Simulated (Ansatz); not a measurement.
## The gap of Ga8P7N (quasi-random alloy, started on the GaP lattice) (Fmm2): a ladder of methods and an error budget

Wanted: the gap of Ga8P7N (quasi-random alloy, started on the GaP lattice) (Fmm2) by functionals, hybrids and G0W0, carried to the basis limit, with what remains uncertain.

Method: density functionals, hybrids, G0W0, plane waves, PAW, in Ansatz 0.2.0.

Most raw output is cut from this account.

**1. The starting structure**

It takes space group Fmm2 (No. 42, orthorhombic). The conventional cell has a = 14.895 Å, b = 14.919 Å, c = 10.536 Å, α = 90.00°, β = 90.00°, γ = 90.00°. Ga has 4 P at 2.29 to 2.34 Å nearest. Nearest to Ga lie 1 N at 2.02 Å and 3 P at 2.34 to 2.38 Å. Nearest to Ga lie 4 P at 2.29 to 2.34 Å. Ga has 1 N at 1.99 Å and 3 P at 2.32 to 2.36 Å nearest. Nearest to Ga lie 4 P at 2.31 Å. It derives from GaP. Farther neighbours and most contacts between anions are not listed.

The structure was relaxed with LDA. The runs that relaxed it are not among those shown. The default PAW set here is soft_2. Its files were made with PBE.

**2. LDA bands**

The cheap functional maps the bands first; the places of the edges decide which points the dearer methods must see.

This step: DFT, LDA, plane waves, PAW.

The input, input.yaml:

```yaml
crystal:
  lattice:
    - [-5.2660428084, 5.2678444574, -5.2660428084]
    - [5.2660428084, 5.2678444574, 5.2660428084]
    - [5.2747302501, -5.2678444574, -5.2747302501]
  atoms:
    - { symbol: Ga, position: [0.0015270172, 8.75985e-05, -0.0023266188] }
    - { symbol: Ga, position: [0.2865796294, 0.4951309609, 0.25] }
    - { symbol: Ga, position: [0.5024142173, 0.0038536359, 0.5023266188] }
    - { symbol: Ga, position: [0.7475169447, 0.4975169447, 0.7540250013] }
    - { symbol: Ga, position: [0.7543596104, 0.2535919636, 0.0339345205] }
    - { symbol: Ga, position: [0.000542313, 0.750542313, 0.25] }
    - { symbol: Ga, position: [0.2538536359, 0.2524142173, 0.5023266188] }
    - { symbol: Ga, position: [0.4940945477, 0.7440945477, 0.75] }
    - { symbol: Ga, position: [0.5035919636, 0.5043596104, 0.0339345205] }
    - { symbol: Ga, position: [0.7451309609, 0.0365796294, 0.25] }
    - { symbol: Ga, position: [-0.0295749101, 0.4696574431, 0.4660654795] }
    - { symbol: Ga, position: [0.2434919433, -0.0065080567, 0.7459749987] }
    - { symbol: Ga, position: [0.2500875985, 0.7515270172, -0.0023266188] }
    - { symbol: Ga, position: [0.5286297591, 0.2786297591, 0.25] }
    - { symbol: Ga, position: [0.7196574431, 0.7204250899, 0.4660654795] }
    - { symbol: Ga, position: [-0.0059054523, 0.2440945477, 0.75] }
    - { symbol: P, position: [0.0057900185, 0.2563778816, 0.0108222568] }
    - { symbol: P, position: [0.2550077667, 0.7435736099, 0.25] }
    - { symbol: P, position: [0.5042370809, 0.2542370809, 0.4915179115] }
    - { symbol: P, position: [0.7444590371, 0.745213428, 0.7398313719] }
    - { symbol: P, position: [0.745779037, 0.495779037, 0.0087084109] }
    - { symbol: P, position: [-0.0064263901, 0.0050077667, 0.25] }
    - { symbol: P, position: [0.2449677617, 0.4955556249, 0.4891777432] }
    - { symbol: P, position: [0.505382056, 0.0046276651, 0.7601686281] }
    - { symbol: P, position: [0.5063778816, 0.7557900185, 0.0108222568] }
    - { symbol: "N", position: [0.745410079, 0.2578319362, 0.25] }
    - { symbol: P, position: [-0.0129293739, 0.7370706261, 0.4912915891] }
    - { symbol: P, position: [0.2546276651, 0.255382056, 0.7601686281] }
    - { symbol: P, position: [0.2627191693, 0.0127191693, 0.0084820885] }
    - { symbol: "N", position: [0.5078319362, 0.495410079, 0.25] }
    - { symbol: P, position: [0.7455556249, -0.0050322383, 0.4891777432] }
    - { symbol: P, position: [-0.004786572, 0.4944590371, 0.7398313719] }
kpoints:
  mp_grid: { grid: [4, 4, 4] }
  band_path:
    path:
      - [[0.0, 0.0, 0.0], [0.5, 0.0, 0.0]]
      - [[0.0, 0.5, 0.0], [0.0, 0.0, 0.0], [0.0, 0.0, 0.5]]
      - [[0.5, 0.5, 0.5], [0.0, 0.0, 0.0]]
    npoints: 10
hamiltonian:
  xc: lda
scf:
  occupations: { method: fermi_dirac, width: 0.02 }
  n_extra_bands: 14
output:
  eigenvalues: true
  write_density: true
  write_potential: true
  elf: true
  volumetric_format: npy
```

Started as:

```
$ ansatz run input.yaml --threads 3 --pin off --max-ram 92160MiB --backend cuda --events-out ev --progress --plain --runs-dir out --devices 1 --max-vram 13GiB  # rebuilt from the run's record
```

It took 17 s on 1 × NVIDIA H100 80GB HBM3 (shared by 6 runs) with 3 threads of AMD EPYC 7R13 (Zen 3), shared host; peak memory 1.6 GiB.

Numbers from this step:

| Property | Result |
| --- | --- |
| filled bands | 144 |
| gap | 0.7306 eV |
| valence top at | Γ |
| conduction bottom at | Γ |
| least direct gap | 0.7306 eV |

In a supercell the zone is folded, so edges from different points of the primitive zone can meet at one k.

The electronic bands at the labelled points (eV, zero at the top of the highest nominally filled band):

```
    point  band 141  band 142  band 143  band 144  band 145  band 146  band 147  band 148
        Γ     -1.01     -0.11     -0.02      0.00      0.73      1.30      1.30      1.71
  halfway     -1.00     -0.74     -0.43     -0.08      1.30      1.58      1.67      2.07
        X     -1.28     -1.27     -0.64     -0.13      1.71      1.78      2.18      2.26
jump to Y     -1.28     -1.27     -0.64     -0.13      1.71      1.78      2.18      2.26
  halfway     -1.00     -0.74     -0.43     -0.08      1.30      1.58      1.67      2.07
        Γ     -1.01     -0.11     -0.02      0.00      0.73      1.30      1.30      1.71
  halfway     -1.05     -0.74     -0.39     -0.02      1.27      1.64      1.66      2.04
        Z     -1.29     -1.27     -0.63     -0.03      1.47      2.26      2.31      2.37
jump to R     -1.08     -1.07     -0.95     -0.93      1.17      1.21      1.93      2.00
  halfway     -0.59     -0.50     -0.47     -0.45      1.04      1.62      2.17      2.20
        Γ     -1.01     -0.11     -0.02      0.00      0.73      1.30      1.30      1.71
```

Valence density in the ac plane at fractional y = 0.252, with atoms of Ga and P and N within 0.2 Å of it. It is the smooth field of the valence electrons, not physical close to the nuclei.

Ten steps, logarithmic in the rise over the least value, from '_' (0 e/Å³) to '@' (31 e/Å³), each cell a mean:
```
..::..__________________________..::==++--....::::..
::::..____________________________........__....::::
::....______........__________________________....::
--::........::::::....__________________________..::
##++::..::::....::....________________________..::++
@@##--::::::__..::..__________________________..==%%
%%==::::::::..::::..__________________________..==%%
--......::::::::....__________________________..::==
..______....::::..__________....______________......
________....::::::..........::....__________________
________..--**##==::..::::::::::..__________________
________::**@@@@++::::::..__..::..__________________
______..::**%%##--::::::....::::..__________________
______..::--==::....::::::::::..____________________
________......______....::::....____________________
______________________....::::....__..::::::..______
______________________..::==++--....--====--..______
______________________::++%%%%==::--==++++--..______
____________________..::**@@##--::--==++==::..______
____________________..::==++--....::----::..________
........______________........____..::::::....______
::::::..__________________________..::++**==........
..::::..__________________________..++@@@@++::..::::
__..::..__________________________::**@@%%==::::::..
```
Columns run along a (9.1 Å), rows up along c (9.1 Å). Atoms in or near the plane, at fractional coordinates: Ga at (0.75, 0.03), Ga at (0.25, 0.50), Ga at (0.53, 0.25), Ga at (0.99, 0.75), P at (0.01, 0.01), P at (0.50, 0.49), N at (0.75, 0.25), P at (0.25, 0.76).

ELF in the ac plane at fractional y = 0.252, with atoms of Ga and P and N within 0.2 Å of it. It is the smooth field of the valence electrons, not physical close to the nuclei.

Values, 13 rows by 16 columns, each cell a mean:
```
0.58 0.64 0.24 0.07 0.14 0.20 0.15 0.05 0.04 0.17 0.26 0.21 0.22 0.44 0.78 0.56
0.56 0.36 0.32 0.50 0.62 0.69 0.47 0.10 0.04 0.12 0.20 0.18 0.13 0.26 0.62 0.71
0.09 0.26 0.72 0.57 0.21 0.63 0.52 0.09 0.02 0.04 0.05 0.03 0.02 0.12 0.29 0.18
0.12 0.40 0.83 0.43 0.40 0.70 0.36 0.04 0.04 0.07 0.06 0.03 0.03 0.16 0.25 0.10
0.23 0.38 0.66 0.78 0.72 0.50 0.24 0.24 0.39 0.48 0.33 0.09 0.05 0.17 0.27 0.24
0.07 0.12 0.31 0.29 0.16 0.23 0.53 0.66 0.49 0.72 0.53 0.11 0.03 0.08 0.13 0.11
0.03 0.13 0.24 0.10 0.09 0.30 0.81 0.38 0.08 0.60 0.44 0.06 0.02 0.04 0.04 0.03
0.05 0.18 0.27 0.22 0.23 0.46 0.78 0.70 0.78 0.69 0.25 0.08 0.16 0.18 0.11 0.05
0.05 0.11 0.18 0.16 0.12 0.21 0.48 0.57 0.42 0.28 0.27 0.56 0.69 0.60 0.23 0.05
0.03 0.04 0.05 0.03 0.02 0.07 0.22 0.18 0.06 0.16 0.59 0.59 0.48 0.65 0.19 0.03
0.24 0.28 0.21 0.08 0.03 0.12 0.24 0.18 0.14 0.25 0.66 0.74 0.69 0.40 0.15 0.17
0.61 0.72 0.55 0.16 0.04 0.11 0.22 0.23 0.18 0.15 0.30 0.31 0.17 0.22 0.48 0.71
0.08 0.58 0.49 0.10 0.02 0.04 0.07 0.06 0.04 0.11 0.22 0.10 0.07 0.27 0.78 0.51
```
Columns run along a (9.1 Å), rows up along c (9.1 Å). Atoms in or near the plane, at fractional coordinates: Ga at (0.75, 0.03), Ga at (0.25, 0.50), Ga at (0.53, 0.25), Ga at (0.99, 0.75), P at (0.01, 0.01), P at (0.50, 0.49), N at (0.75, 0.25), P at (0.25, 0.76).

**3. LDA+SOC**

The many-body steps leave out spin-orbit coupling, so its effect is taken from a two-component run, with twice the bands.

This step: DFT, LDA with spin-orbit coupling, plane waves, PAW.

input.yaml: that of step 2 with these lines changed.

```diff
@@ -42,6 +42,8 @@
     path:
-      - [[0.0, 0.0, 0.0], [0.5, 0.0, 0.0]]
-      - [[0.0, 0.5, 0.0], [0.0, 0.0, 0.0], [0.0, 0.0, 0.5]]
-      - [[0.5, 0.5, 0.5], [0.0, 0.0, 0.0]]
-    npoints: 10
+      - [0.0, 0.0, 0.0]
+      - [0.5, 0.0, 0.0]
+      - [0.0, 0.5, 0.0]
+      - [0.0, 0.0, 0.5]
+      - [0.5, 0.5, 0.5]
+    npoints: 1
 hamiltonian:
@@ -50,3 +52,6 @@
   occupations: { method: fermi_dirac, width: 0.02 }
-  n_extra_bands: 14
+  n_extra_bands: 28
+magnetization:
+  noncollinear: true
+  spin_orbit: true
 output:
```

Elapsed: 20 s, on 1 × NVIDIA H100 80GB HBM3 (shared by 6 runs) with 3 threads; peak memory 3.7 GiB.

This step gave:

```
gap                  : 0.7139 eV
valence top at       : Γ
conduction bottom at : Γ
least direct gap     : 0.7139 eV
```

The gap stands −0.02 eV against LDA.

**4. r2SCAN**

The meta-GGA depends on the orbitals through the kinetic-energy density, which usually opens the gap somewhat.

This step: DFT, r2SCAN, plane waves, PAW.

input.yaml: that of step 3 with these lines changed.

```diff
@@ -49,9 +49,6 @@
 hamiltonian:
-  xc: lda
+  xc: r2scan
 scf:
-  occupations: { method: fermi_dirac, width: 0.02 }
-  n_extra_bands: 28
-magnetization:
-  noncollinear: true
-  spin_orbit: true
+  occupations: { method: fixed }
+  n_extra_bands: 14
 output:
```

The job ended after 13 s (1 × NVIDIA H100 80GB HBM3 (shared by 6 runs) with 3 threads; peak memory 2.7 GiB; 23 s of CPU time).

This step gave:

```
gap                  : 1.170 eV
valence top at       : Γ
conduction bottom at : Γ
least direct gap     : 1.170 eV
```

The gap stands +0.44 eV against LDA.

**5. HSE06**

HSE06 mixes in a quarter of exact exchange at short range. Exchange couples all pairs of k points, which makes a full band path dear, so levels are read on the mesh and at chosen points.

This step: DFT, HSE06, plane waves, PAW.

input.yaml: that of step 4 with these lines changed.

```diff
@@ -39,3 +39,3 @@
 kpoints:
-  mp_grid: { grid: [4, 4, 4] }
+  mp_grid: { grid: [2, 2, 2] }
   band_path:
@@ -49,3 +49,3 @@
 hamiltonian:
-  xc: r2scan
+  xc: hse06
 scf:
```

Elapsed: 97 s, on 1 × NVIDIA H100 80GB HBM3 (shared by 6 runs) with 3 threads; peak memory 2.2 GiB.

This step gave:

```
gap                  : 1.624 eV
valence top at       : Γ
conduction bottom at : Γ
least direct gap     : 1.624 eV
```

The gap stands +0.89 eV against LDA.

**6. G0W0, 2×2×2 mesh, 263 empty bands, screening to 34 eV**

Now the one-shot GW correction: screening in the RPA, then the self-energy of the levels asked for.

This step: G0W0 on LDA, plane waves, PAW.

input.yaml: that of step 5 with these lines changed.

```diff
@@ -40,20 +40,11 @@
   mp_grid: { grid: [2, 2, 2] }
-  band_path:
-    path:
-      - [0.0, 0.0, 0.0]
-      - [0.5, 0.0, 0.0]
-      - [0.0, 0.5, 0.0]
-      - [0.0, 0.0, 0.5]
-      - [0.5, 0.5, 0.5]
-    npoints: 1
 hamiltonian:
-  xc: hse06
+  xc: lda
 scf:
   occupations: { method: fixed }
-  n_extra_bands: 14
-output:
-  eigenvalues: true
-  write_density: true
-  write_potential: true
-  elf: true
-  volumetric_format: npy
+gw:
+  n_empty_bands: 263
+  ecut_chi: 34
+  qp_bands: [v4, c4]
+  qp_kpoints: band_edges
+  screening: { model: contour_deformation }
```

Run time: 22 s. Hardware: 1 × NVIDIA H100 80GB HBM3 (shared by 6 runs) with 3 threads; peak memory 1.7 GiB; 31 s of CPU time.

This step gave:

```yaml
bands_summed: 407
rpa_eps_infinity_on_this_mesh_eigenvalues: 15.34, 16.26, 17.12
plane_waves_in_the_screening_matrix: 249
g0w0_gap_on_the_mesh: 1.332 eV
k_of_the_valence_top: 0, 0, 0
k_of_the_conduction_bottom: 0, 0, 0
starting_gap_on_the_mesh: 0.7275 eV
least_direct_g0w0_gap_on_the_computed_points: 1.332 eV
```

The gap on the mesh goes from 0.73 eV to 1.33 eV, a correction of +0.60 eV. Between the two edge states, bare exchange in place of the xc potential would open the gap by 5.92 eV, and correlation takes back 5.31 eV.

**7. G0W0, 2×2×2 mesh, 1041 empty bands, screening to 85 eV**

Bands and screening cutoff are moved together, since each hides the error of the other.

input.yaml: that of step 6 with these lines changed.

```diff
@@ -45,4 +45,4 @@
 gw:
-  n_empty_bands: 263
-  ecut_chi: 34
+  n_empty_bands: 1041
+  ecut_chi: 85.0
   qp_bands: [v4, c4]
```

Run time: 52 s. Hardware: 1 × NVIDIA H100 80GB HBM3 (shared by 6 runs) with 3 threads; peak memory 3.4 GiB.

Numbers from this step:

```
bands summed                                 : 1185
RPA ε∞ on this mesh (eigenvalues)            : 14.90, 15.80, 16.63
plane waves in the screening matrix          : 1055
q-points in the mesh                         : 8
G0W0 gap on the mesh                         : 1.408 eV
k of the valence top                         : 0, 0, 0
k of the conduction bottom                   : 0, 0, 0
starting gap on the mesh                     : 0.7275 eV
Z at the valence top                         : 0.7458
Z at the conduction bottom                   : 0.7623
least direct G0W0 gap on the computed points : 1.408 eV
```

Against the run with 2×2×2 mesh, 263 empty bands, screening to 34 eV, the gap moves by +0.08 eV.

Limits: finite bands, cutoff and mesh; no spin-orbit coupling; coarse k mesh. v1 is the top filled band, c1 the lowest empty one. The levels before and after the correction (eV, zero at the valence-band top of each column):

```
           conduction bottom  valence top
Kohn-Sham               0.73         0.00
     G0W0               1.41         0.00
```

```
           level  occupation  energy (eV)
Kohn-Sham   Γ v4           2       -1.011
Kohn-Sham   Γ v3           2       -0.106
Kohn-Sham   Γ v2           2       -0.021
Kohn-Sham   Γ v1           2        0.000
Kohn-Sham   Γ c1           0        0.728
Kohn-Sham   Γ c2           0        1.294
Kohn-Sham   Γ c3           0        1.297
Kohn-Sham   Γ c4           0        1.709
     G0W0   Γ v4           2       -1.070
     G0W0   Γ v3           2       -0.097
     G0W0   Γ v2           2       -0.018
     G0W0   Γ v1           2        0.000
     G0W0   Γ c1           0        1.408
     G0W0   Γ c2           0        1.772
     G0W0   Γ c3           0        1.765
     G0W0   Γ c4           0        2.312
```

The parts of the quasiparticle energy at the two band edges (eV; QP = start + Σx + Σc − Vxc):

```
       run               edge  start      Σx     Σc     Vxc     Z    QP
 407 bands        valence top   7.73  -17.52   1.98  -15.92  0.76  8.11
 407 bands  conduction bottom   8.46   -9.48  -3.33  -13.79  0.77  9.44
1185 bands        valence top   7.73  -17.52   1.44  -15.92  0.75  7.57
1185 bands  conduction bottom   8.46   -9.48  -3.80  -13.79  0.76  8.98
```

**8. The ladder**

Times are wall times on 1 × NVIDIA H100 80GB HBM3 (shared by 6 runs) with 3 threads of AMD EPYC 7R13 (Zen 3), shared host, good to a factor of about two. G0W0 rows are gaps on the mesh, lowered by the amount that the mesh misses the start's edges, a rough step that assumes the same correction there.

```
                      level  gap (eV)  least direct gap (eV)  time
                        LDA      0.73                   0.73  17 s
                    LDA+SOC      0.71                   0.71  20 s
                     r2SCAN      1.17                   1.17  13 s
                      HSE06      1.62                   1.62  97 s
 G0W0@LDA (263 empty bands)      1.33                      -  22 s
G0W0@LDA (1041 empty bands)      1.41                      -  52 s
```

**9. Adding up the best estimate**

```
                                                                   term      eV  running total (eV)
                                             G0W0 on the mesh, top rung   1.408               1.408
to the limit, by a line in one over the bands through the two top rungs  +0.040               1.448
                                            spin-orbit change, from LDA  −0.017               1.431
```

**10. What came out**

```
LDA gap                                        : 0.73 eV, in a supercell, where edges may be folded
HSE06                                          : 1.62 eV
G0W0, top rung on the mesh                     : 1.41 eV
best estimate, G0W0@LDA with spin-orbit change : 1.43 eV
GW settings of the top rung                    : 2×2×2 mesh, 1041 empty bands, screening to 85 eV
known limits                                   : one-shot GW, static lattice; one k mesh, untested; coarse k mesh
```

In words: The best estimate for G0W0@LDA is 1.43 eV, in a supercell, where edges may be folded, against 0.71 eV at the start (both with spin-orbit coupling). The limit rests on the two highest rungs, unchecked by another pair. Among the functionals HSE06 comes nearest: +0.18 eV from the estimate without its spin-orbit term (1.45 eV). All runs took 3.7 min, 34 % of it in G0W0. The 2×2×2 mesh is coarse for this cell (its supercell is 18 Å along the shortest edge). The RPA ε∞ on it, from the LDA start, is 14.90, 15.80 and 16.63; such meshes misread the long-range screening, most where the gap is narrow.

[Paths, hosts, dates, memory and timing lines, banners, echoed tables and standing remarks are left out of the program output.]

[Logs are printed without paths, hosts, clocks, repeated set-up lines and the standing remarks that a program may print on its own settings, such as how far it seeks lower states.]

[Runs of the session that timed out or met a known fault of the program may be left out.]

[Cells called generated may have been cut or substituted from an entry of the Crystallography Open Database or the Materials Project.]

[Hosts, paths, dates, database ids (printed as entryN), source tags and the programs' standing remarks are cut or masked in the printed files.]
